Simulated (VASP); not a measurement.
Crystal: CdTe.

```
Cd Te
1.0
     0.00000    3.24780    3.24780
     3.24780    0.00000    3.24780
     3.24780    3.24780    0.00000
Cd Te
1 1
Cartesian
  0.0000 0.0000 0.0000
  1.6239 1.6239 1.6239
```

Base run:

| Property | Result |
| --- | --- |
| Program | VASP 6.6.1 |
| Functional | PBE0 |
| Potentials or basis | VASP PAW PBE potentials, release 64 (Cd, Te) |
| Cutoff | 520 eV |
| k mesh | 6 × 6 × 6 |
| Occupations | gaussian, width 0.03 eV |
| Spin | no spin polarisation |

Its results: band gap on the k mesh 2.12 eV, direct; pressure 1.2 GPa.

Q: The run is repeated on the same cell with these changes: functional from PBE0 to HSE06. What comes out?

A: Band gap on the k mesh 1.54 eV, direct; pressure 1.3 GPa.

Caveats: the PAW data sets were made with another functional, which shifts forces and pressure a little; spin-orbit coupling is left out, which moves the levels of the heavy elements.
